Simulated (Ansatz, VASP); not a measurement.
# ZnIn15P16H (Zn-H pair in InP): VASP beside Ansatz, part 2 of 2

One calculation is typed for both programs; each brings its own data sets. How far apart do they land? The cell is taken from a series of runs on this material, whose earlier steps may have relaxed, scaled, displaced or heated it; both programs get it as it stands.

VASP 6.6.1 and Ansatz 0.2.0.

So far. Step 2 (VASP: single point, HSE06): The run ends at a pressure of -0.67 GPa, with forces up to 19 eV/Å.

**3. Ansatz: single point, HSE06**

Level of this step: Ansatz beside VASP: Kohn-Sham DFT, plane waves, HSE06 (Ansatz).

Ansatz runs on its default PAW (the set named soft_2) files.

The same cell, functional, mesh and smearing now go to Ansatz.

File input.yaml:

```yaml
crystal:
  lattice:
    - [-5.96006837, 5.96006837, -5.96006837]
    - [5.96006837, 5.96006837, 5.96006837]
    - [5.96006837, -5.96006837, -5.96006837]
  atoms:
    - { symbol: In, position: [0.005325822, 0.004352014, 0.001369896] }
    - { symbol: In, position: [0.005363286, 0.251490371, 0.754286904] }
    - { symbol: In, position: [-0.002201129, 0.499971041, 0.510025448] }
    - { symbol: In, position: [-0.002087732, 0.760118656, 0.249925087] }
    - { symbol: In, position: [0.248787746, -0.002393827, 0.747530672] }
    - { symbol: In, position: [0.253819236, 0.252913975, 0.498342878] }
    - { symbol: Zn, position: [0.312701792, 0.499939042, 0.249830352] }
    - { symbol: In, position: [0.253836448, 0.748448503, 0.002785659] }
    - { symbol: In, position: [0.500894909, -0.00446712, 0.496949696] }
    - { symbol: In, position: [0.498030453, 0.247937366, 0.249887235] }
    - { symbol: In, position: [0.49802274, 0.499948461, -0.002171803] }
    - { symbol: In, position: [0.50088756, 0.747037928, 0.745416708] }
    - { symbol: In, position: [0.751123451, 0.002323841, 0.249868318] }
    - { symbol: In, position: [0.737809223, 0.239841583, -0.010230405] }
    - { symbol: In, position: [0.751117777, 0.499947298, 0.752301472] }
    - { symbol: In, position: [0.750054003, 0.75202481, 0.501927468] }
    - { symbol: P, position: [0.001060757, -0.000849079, 0.749056745] }
    - { symbol: P, position: [0.003031038, 0.250383009, 0.501759468] }
    - { symbol: P, position: [-0.034603201, 0.499981437, 0.249926987] }
    - { symbol: P, position: [0.003053891, 0.751851149, 0.000310939] }
    - { symbol: P, position: [0.252655469, 0.001513568, 0.49949879] }
    - { symbol: P, position: [0.252581486, 0.25756912, 0.249840762] }
    - { symbol: P, position: [0.252605604, 0.499965505, 0.007485074] }
    - { symbol: P, position: [0.252617478, 0.749542406, 0.751360049] }
    - { symbol: P, position: [0.501871339, 0.000794079, 0.24987606] }
    - { symbol: P, position: [0.495280316, 0.247908772, -0.002174358] }
    - { symbol: P, position: [0.501854301, 0.499969973, 0.750700325] }
    - { symbol: P, position: [0.494938159, 0.74232711, 0.492217311] }
    - { symbol: P, position: [0.751132397, -0.001564009, -0.002048911] }
    - { symbol: P, position: [0.75115116, 0.248038248, 0.748378437] }
    - { symbol: P, position: [0.747250437, 0.499980743, 0.502014171] }
    - { symbol: P, position: [0.747305881, 0.752026955, 0.249873743] }
    - { symbol: H, position: [0.067450803, 0.500028453, 0.250082321] }
basis:
  ecutwfc: 420
  xc_grid: 2
hamiltonian:
  xc: hse06
kpoints:
  mp_grid: { grid: [1, 1, 1] }
scf:
  occupations: { method: fermi_dirac, width: 0.01 }
  max_iter: 120
output:
  forces: true
checkpoint:
  read: "../relax.run"
```

Command:

```
$ ansatz run input.yaml --threads 4 --pin off --max-ram 7536MiB --backend cpu --events-out ev --progress --plain --runs-dir out
```

Numbers of over 12 decimals in the logs are rounded to 6 here.

The log of the run:

```text
Warning: checkpoint.read: the run can stay near the saved state's solution: 2 site(s) moved relative to the saved geometry (max |Δs| = 3.368e-2 fractional); the SCF starts from the saved state under `checkpoint.density_extrapolation: transplant`, in force with no word given; its orbitals are not used off its sites. A run without `checkpoint.read` takes nothing of the state. A lower free energy from it at the same positions (and U, V and field ramp, if any) shows a solution that this start missed, and an equal or higher one rules none out (checkpoint.read, Limitations, in the input reference)
exact exchange: scf.exx.singularity resolves to wigner_seitz, which cuts the screened interaction at the faces of the exchange supercell's Wigner-Seitz cell, so that each pair interacts once, at the shortest of its separations (the periodic images that this leaves out come, for a point-like exchange hole, to about 0.008 eV on a filled level). The cut falls within the interaction's reach, and what an exchange supercel [...]
Engine: ansatz 0.2.0, aarch64-unknown-linux-gnu
Pseudopotentials: kind: paw
Pseudopotential: In, paw, valence charge 13, recommended cutoff 420 eV (normal), In.paw.azcp
Pseudopotential: Zn, paw, valence charge 12, recommended cutoff 420 eV (normal), Zn.paw.azcp
Pseudopotential: P, paw, valence charge 5, recommended cutoff 420 eV (normal), P.paw.azcp
Pseudopotential: H, paw, valence charge 1, recommended cutoff 420 eV (normal), H.paw.azcp
Functional definition: HSE06
  parameter a = 0.25
  parameter omega = 0.11/bohr
  exchange = pbe_x - a*pbe_x_sr(omega) + a*exact_x_sr(omega)
  correlation = pbe_c
Crystal: 33 atoms, lattice volume = 846.864 Å³
Basis set: ecut = 420 eV, 16487 PW (Γ), exchange–correlation on 144×144×144 points (8 copies of the dense FFT grid, shifted against one another)
Bands: 177, of which v1, the nominal top of the filled ones, is band 144 counted from 1 (143 counted from 0)
Symmetry: 1 space group operations
Space group: P1 (ITA 1), of the structure as read, at distance tolerance 9.5e-5 Å
k-points: 1
Non-local potential: In, projectors of the file, l = 0: 2, l = 1: 2, l = 2: 2, l = 3: 2
Non-local potential: Zn, projectors of the file, l = 0: 2, l = 1: 2, l = 2: 3, l = 3: 1
Non-local potential: P, projectors of the file, l = 0: 2, l = 1: 2, l = 2: 2
Non-local potential: H, projectors of the file, l = 0: 2, l = 1: 1
PAW form: soft (Blöchl's): semilocal exchange-correlation on the pseudo side does not see the compensation charge
PAW frozen core: In, regenerated for the run's functional, and the local potential with it (the file was generated under x = pbe(κ = 0.804, μ = 0.219515), c = pbe(β = 0.066725))
PAW frozen core: Zn, regenerated for the run's functional, and the local potential with it (the file was generated under x = pbe(κ = 0.804, μ = 0.219515), c = pbe(β = 0.066725))
PAW frozen core: P, regenerated for the run's functional, and the local potential with it (the file was generated under x = pbe(κ = 0.804, μ = 0.219515), c = pbe(β = 0.066725))
PAW one-centre angular grid: In, 590 points (default); XC on 64 Gauss nodes
PAW one-centre angular grid: Zn, 590 points (default); XC on 64 Gauss nodes
PAW one-centre angular grid: P, 110 points (default); XC on 64 Gauss nodes
PAW one-centre angular grid: H, 110 points (default); XC on 64 Gauss nodes
Initial density: read from a saved state, or passed on in memory by an earlier SCF of this step, an earlier step, the calling program or the single point that the run made first, carried with its atoms to this geometry
Initial wavefunctions: pseudopotential atomic-orbital guess
Functional: x = pbe(κ = 0.804, μ = 0.219515), c = pbe(β = 0.066725), warm-up for x = pbe(κ = 0.804, μ = 0.219515) + 0.25 (exact − pbe) at short range (hse, ω = 0.207870 Å⁻¹), c = pbe(β = 0.066725); HSE06 as pw.x's `hse` composes it (authors' and Libxc's form: `xc: wpbeh`)
[...]
iter 5 solved again at ethr=2.99e-7 eV; its pass at ethr=3.37e-6 eV (dr2=8.62e-4 eV) is discarded
SCF iter   5: F=—  HF=-99395.383915 eV  |F-HF|=—  |Δ(HF+E_count)|=   1.60e-3  Δρ=2.75e-4  dr2=8.88e-4  ethr=2.99e-7  ⟨swp⟩=3.0  Hψ=829  notcnv=0
SCF iter   6: F=—  HF=-99395.383829 eV  |F-HF|=—  |Δ(HF+E_count)|=   8.66e-5  Δρ=1.28e-4  dr2=1.21e-4  ethr=2.99e-7  ⟨swp⟩=4.0  Hψ=370  notcnv=0
SCF iter   7: F=—  HF=-99395.383838 eV  |F-HF|=—  |Δ(HF+E_count)|=   9.72e-6  Δρ=5.03e-5  dr2=2.88e-5  ethr=4.21e-8  ⟨swp⟩=4.0  Hψ=388  notcnv=0
SCF iter   8: F=-99395.383836 eV  HF=-99395.383839 eV  |F-HF|=2.48e-6  |Δ(HF+E_count)|=   5.28e-7  Δρ=1.75e-5  dr2=3.97e-6  ethr=1.00e-8  ⟨swp⟩=4.0  Hψ=382  notcnv=0
SCF 1 stopped early in 8 iterations: F = -99395.383836 eV  dr2 = 3.97e-6
  greatest PAW one-centre occupation: 0.984 electrons in one spin orbital (limit 2), on the Zn atom at site 6 (counted from 0), in its partial waves of l = 2
Initial density: handed on by an earlier stage of this run
Initial wavefunctions: those handed on with the density
Functional: x = pbe(κ = 0.804, μ = 0.219515) + 0.25 (exact − pbe) at short range (hse, ω = 0.207870 Å⁻¹), c = pbe(β = 0.066725); HSE06 as pw.x's `hse` composes it (authors' and Libxc's form: `xc: wpbeh`)
[...]
SCF iter   2: F=—  HF=-99463.745638 eV  |F-HF|=—  |Δ(HF+E_count)|=   6.15e-2  Δρ=1.71e-3  dr2=3.29e-2  ethr=1.38e-8  ⟨swp⟩=6.0  Hψ=884  notcnv=0
SCF iter   3: F=—  HF=-99463.834771 eV  |F-HF|=—  |Δ(HF+E_count)|=   8.91e-2  Δρ=1.72e-3  dr2=1.74e-2  ethr=1.38e-8  ⟨swp⟩=7.0  Hψ=917  notcnv=0
SCF iter   4: F=—  HF=-99463.830831 eV  |F-HF|=—  |Δ(HF+E_count)|=   3.94e-3  Δρ=4.38e-4  dr2=2.13e-3  ethr=1.38e-8  ⟨swp⟩=6.0  Hψ=830  notcnv=0
SCF iter   5: F=—  HF=-99463.830647 eV  |F-HF|=—  |Δ(HF+E_count)|=   1.84e-4  Δρ=1.76e-4  dr2=9.14e-4  ethr=1.38e-8  ⟨swp⟩=6.0  Hψ=676  notcnv=0
SCF iter   6: F=—  HF=-99463.832988 eV  |F-HF|=—  |Δ(HF+E_count)|=   2.34e-3  Δρ=2.06e-4  dr2=4.04e-4  ethr=1.38e-8  ⟨swp⟩=6.0  Hψ=723  notcnv=0  defer=1
SCF iter   7: F=-99463.832858 eV  HF=-99463.832863 eV  |F-HF|=5.79e-6  |Δ(HF+E_count)|=   1.24e-4  Δρ=3.35e-5  dr2=2.52e-5  ethr=1.38e-8  ⟨swp⟩=5.0  Hψ=464  notcnv=0
SCF 2 stopped early in 7 iterations: F = -99463.832858 eV  dr2 = 2.52e-5
  Residual-converged pass: ⟨swp⟩=4.0  Hψ=521  notcnv=0  max |occ|·‖R‖ = 6.4e-6 eV (tolerance 6.7e-6 eV)  dr2=2.54e-5  dr2_onsite=3.41e-7  max |Δocc| = 0.0e0
  greatest PAW one-centre occupation: 0.986 electrons in one spin orbital (limit 2), on the Zn atom at site 6 (counted from 0), in its partial waves of l = 2
hybrid outer 1: dexx = +1.059e-1 eV, tail = 1.38e-4 eV
Exchange kernel: α = 0.2500, screened, ω = 0.2079 Å⁻¹, Wigner–Seitz truncation, v(0) = 891.2119 eV·Å³, q-mesh 1×1×1, nearest image of the exchange supercell L = 10.32 Å, pair-density grid 40×40×40, without the augmentation charges, whose exchange is taken in its separable form (sized by the pseudopotential files, 60×60×60 at the most)
Frozen-core exchange: fock
SCF iter   1: F=—  HF=-99463.829848 eV  |F-HF|=—  |Δ(HF+E_count)|=         —  Δρ=4.33e-5  dr2=1.73e-5  ethr=2.40e-7  ⟨swp⟩=8.0  Hψ=439  notcnv=0
preconditioner: auto → none  [insulator: Δε(μ)=1.335 eV  Ē_g=15.031 eV  σ=0.010 eV  W_gap=1.00  n_scr=176 (ndim 8)  ℏωp=21.7 eV  f_vac=0.032  D(μ)=0.00/eV (n_scr^D=0)]
SCF iter   2: F=—  HF=-99463.829847 eV  |F-HF|=—  |Δ(HF+E_count)|=   1.65e-6  Δρ=1.42e-5  dr2=2.19e-6  ethr=5.38e-9  ⟨swp⟩=4.0  Hψ=484  notcnv=0
SCF iter   3: F=—  HF=-99463.829850 eV  |F-HF|=—  |Δ(HF+E_count)|=   3.20e-6  Δρ=8.49e-6  dr2=7.35e-7  ethr=5.73e-10  ⟨swp⟩=6.0  Hψ=495  notcnv=0
SCF iter   4: F=-99463.829850 eV  HF=-99463.829850 eV  |F-HF|=4.29e-8  |Δ(HF+E_count)|=   1.83e-7  Δρ=1.86e-6  dr2=6.35e-8  ethr=2.34e-10  ⟨swp⟩=3.0  Hψ=379  notcnv=0
SCF 3 converged in 4 iterations: F = -99463.829850 eV  dr2 = 6.35e-8
  Residual-converged pass: ⟨swp⟩=4.0  Hψ=471  notcnv=0  max |occ|·‖R‖ = 4.4e-6 eV (tolerance 5.0e-6 eV)  dr2=7.51e-8  dr2_onsite=7.39e-9  max |Δocc| = 0.0e0
hybrid outer 2: dexx = +3.779e-6 eV, tail = 1.53e-7 eV, Δε = 2.90e-3 eV (about 1.43e-4 eV left of the loop's levels), ΔF = 4.09e-3 eV/Å (tail 9.35e-4)
hybrid SCF converged: 2 outer / 11 inner (+8 warm-up), last move |dexx| = 3.78e-6 eV, tail = 1.53e-7 eV
Stability not checked: this state was not tested for a lower state beside it, because the functional holds exact exchange (a hybrid, or Hartree-Fock), whose exchange loop this test does not read (fock_operator; see scf.lower_state_search)
Free energy (F): -99463.829849 eV
Frozen-core exchange: fock
Harris-Foulkes:  -99463.829850 eV  (|F-HF|=4.29e-8)
Internal energy: -99463.829849 eV  (E = F + TS)
E sigma→0 (E₀):  -99463.829849 eV
Fermi energy:    6.503411 eV
--- Per-component energies (eV) ---
  E_band       = -1406.202783
  E_kinetic    = 4912.721250
  E_local      = -23775.414657  (includes V_loc(G=0)·N_el)
  E_nonlocal   = 6671.526009
  E_hartree    = 9448.516565
  E_xc         = -3471.660508
  E_vxc        = -2017.663004  (∫ρ·V_xc dr)
  E_exx        = -658.062657  (= α·E_x^exact, valence–valence)
  E_paw        = -73586.048478  (= ΣΔE_a)
  E_vpaw       = -4778.270309  (= ΣTr[D̂ρ^β])
  E_aug_tail   = -0.001846  (compensation charges beyond the density's cutoff)
  E_ewald      = -19012.504088
  E_core_change = 7.098663  (= ΣΔE_core)
  E_smearing   = -0.000000  (= −TS)
  E_closure    = -0.000103  (closes the sum)
  Σ components = -99463.829849   (vs F -99463.829849, Δ=-1.46e-11)
--- Forces (eV/Å), atoms counted from 1 ---
  atom   1  In    -0.00648050    -0.00711258     0.00433503
  atom   2  In    -0.00652738    -0.00542469     0.00727021
  atom   3  In    -0.01394299     0.01374760     0.08032118
  atom   4  In    -0.01381227    -0.08074738    -0.01355315
  atom   5  In     0.00772042     0.00544367    -0.00493299
  atom   6  In     0.00405918    -0.00785927    -0.00702418
  atom   7  Zn    -0.00289109     0.00323299    -0.00388115
  atom   8  In     0.00502926     0.00655127     0.00753081
  atom   9  In     0.00776718     0.00669457     0.00414629
  atom  10  In    -0.00733766     0.01923920    -0.00725611
  atom  11  In    -0.00673702     0.00759850    -0.01941795
  atom  12  In     0.00757216    -0.00422596    -0.00663503
  atom  13  In    -0.00559970    -0.00750233    -0.00530112
  atom  14  In     0.08071550     0.01331998    -0.01350472
  atom  15  In    -0.00523529     0.00547973     0.00743120
  atom  16  In    -0.01961880     0.00721119    -0.00725872
  atom  17  P      0.00171278    -0.00229682     0.00227878
  atom  18  P     -0.00141564    -0.00409193     0.00117398
  atom  19  P     11.20816377   -11.21800539    11.24141898
  atom  20  P     -0.00170074    -0.00046742     0.00418998
  atom  21  P      0.00370407    -0.00118970    -0.00175450
  atom  22  P      0.04607373     0.00537055     0.04611735
  atom  23  P      0.04559403    -0.04594716    -0.00529072
  atom  24  P      0.00426718     0.00181858     0.00107797
  atom  25  P      0.00207040    -0.00178654     0.00237338
  atom  26  P     -0.00509997    -0.01279578     0.01209170
  atom  27  P      0.00219412    -0.00238036     0.00172445
  atom  28  P     -0.00543547    -0.04597569     0.04568027
  atom  29  P      0.00143176    -0.00415052    -0.00163112
  atom  30  P      0.00097192     0.00180610     0.00408791
  atom  31  P      0.01112327    -0.01109144    -0.00429199
  atom  32  P      0.01287084     0.00457458     0.01223357
  atom  33  H    -11.35121128    11.36096035   -11.38368285
  max |Σ_I F_I| component: 6.67e-5 eV/Å
--- Band table (eV) ---
  k-point 0: bands = [... 140 lower, 4.9784, 5.7051, 5.8324, 5.8325, 7.1675]
  guard bands above this table: 32 of the run's 177 bands. The solve was not asked for them (output.publish_guard_bands: true or output.eigenvalues: true publishes all)
```

The column dr2 measures how far the density is from self-consistency, as an energy; F and HF (Harris–Foulkes) agree once it is small.

**4. Comparison**

Known differences besides the potentials themselves: exact exchange at q = 0 is treated differently, which shows on coarse meshes; VASP keeps PBE cores, Ansatz makes them for the functional; the cutoff is 420 eV in Ansatz and 400 eV in VASP (PREC = Accurate, projectors in real space); VASP takes a coarser grid for exact exchange (PRECFOCK = Fast). Total energies have different zeros and are not compared.

The two programs side by side:

```
              quantity  Ansatz   VASP  difference
gap on the k mesh (eV)   1.335  1.353      -0.018
```

Forces on 7 of the 33 atoms, those with the largest forces and the largest differences (eV/Å; atoms numbered as in POSCAR):

```
atom            Ansatz x, y, z              VASP x, y, z
 In3      -0.014, 0.014, 0.080      -0.010, 0.010, 0.078
 In4    -0.014, -0.081, -0.014    -0.010, -0.079, -0.010
In13      0.081, 0.013, -0.014      0.079, 0.010, -0.010
 P19   11.208, -11.218, 11.241   10.741, -10.750, 10.774
 P22       0.046, 0.005, 0.046       0.044, 0.003, 0.044
 P28     -0.005, -0.046, 0.046     -0.003, -0.044, 0.044
 H33  -11.351, 11.361, -11.384  -10.886, 10.895, -10.917
```

The forces differ by 115 meV/Å r.m.s., which is 4.3 % of the r.m.s. force of 2.666 eV/Å (both taken over all components). A gap on the mesh is an upper bound, since the band edges may lie between its points.

**5. Outcome**

```json
{
 "r.m.s. force difference (single point, HSE06)": "4.3 % of the r.m.s. force"
}
```

In words: The r.m.s. force difference is 4.3 % of the r.m.s. force (single point, HSE06), beyond the 3 % picked in this series as the mark of a large difference. What causes the difference of the single point, HSE06 pair stays open here. How closely two codes agree says nothing of how well the functional describes the real material.

[Lines on the potential files, build, host, timing and source positions are cut from VASP's logs without a mark.]

[Logs are printed without paths, hosts, clocks, repeated set-up lines and the standing remarks that a program may print on its own settings, such as how far it seeks lower states.]

[Hosts, paths, dates, database ids (printed as entryN), source tags and the programs' standing remarks are cut or masked in the printed files.]
